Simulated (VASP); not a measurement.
**MnO2: single point with PBEsol+U**

MnO2:

```
Mn O
1.0
     4.39830    0.00000    0.00000
     0.00000    4.39830    0.00000
     0.00000    0.00000    2.87300
Mn O
2 4
Direct
  0.00000 0.00000 0.00000
  0.50000 0.50000 0.50000
  0.30515 0.30515 0.00000
  0.19485 0.80515 0.50000
  0.69485 0.69485 0.00000
  0.80515 0.19485 0.50000
```

| Quantity | Value |
| --- | --- |
| Program | VASP 6.6.1 |
| Task | single point |
| Functional | PBEsol |
| Potentials or basis | VASP PAW PBE potentials, release 64 (Mn_pv, O) |
| Cutoff | 520 eV |
| k mesh | 5 × 5 × 7 |
| Occupations | gaussian, width 0.03 eV |
| Spin | collinear spin, typed start |
| Starting moments | [4.5, 4.5, 0.0, 0.0, 0.0, 0.0] μB |
| Hubbard terms | Mn d U = 3.9 eV |
| Dipole correction | no |
| Further INCAR settings | ALGO = Normal; EDIFF = 1e-06; NBANDS = 38 |

```yaml
Pressure: 2.9 GPa
Largest_force: 0.031 eV/Å
Band_gap_on_the_k_mesh: none (metal or under the smearing width)
Net_moment: 6.01 μB per cell
Site_moments: Mn +3.02; O -0.04 μB
Valence_electrons_inside_the_program's_atomic_spheres: Mn 11.70; O 5.03
```

Forces on the atoms (eV/Å):
```
Mn   0.000  0.000  0.000
Mn   0.000  0.000  0.000
O   -0.022 -0.022  0.000
O    0.022 -0.022  0.000
O    0.022  0.022  0.000
O   -0.022  0.022  0.000
```

Stress tensor (GPa, compression positive):
```
1.93 0.00 0.00
0.00 1.93 0.00
0.00 0.00 4.80
```

Levels at points of the mesh, in eV from the Fermi level:
Spin up:
| k point | band 26 | band 27 | band 28 | band 29 | band 30 | band 31 |
| --- | --- | --- | --- | --- | --- | --- |
| (0.00, 0.00, 0.00) | -0.63 | -0.63 | -0.37 | -0.04 | 2.86 | 2.86 |
Spin down:
| k point | band 20 | band 21 | band 22 | band 23 | band 24 | band 25 |
| --- | --- | --- | --- | --- | --- | --- |
| (0.00, 0.00, 0.00) | -0.59 | -0.59 | 0.10 | 1.63 | 1.80 | 2.06 |

Eigenvalues of the final occupation matrices:
```
    site  spin  trace               eigenvalues
site 1 d     1   3.92  0.51 0.52 0.95 0.96 0.97
site 1 d     2   0.95  0.07 0.11 0.12 0.31 0.34
site 2 d     1   3.92  0.51 0.52 0.95 0.96 0.97
site 2 d     2   0.95  0.07 0.11 0.12 0.31 0.34
```

It took 79 s on 1 thread of Intel(R) Xeon(R) Platinum 8488C (Sapphire Rapids) (shared host), peak memory 0.23 GiB.

Caveat: the PAW data sets were made with another functional, which shifts forces and pressure a little. The state reached can hang on the start; a lower one may exist.
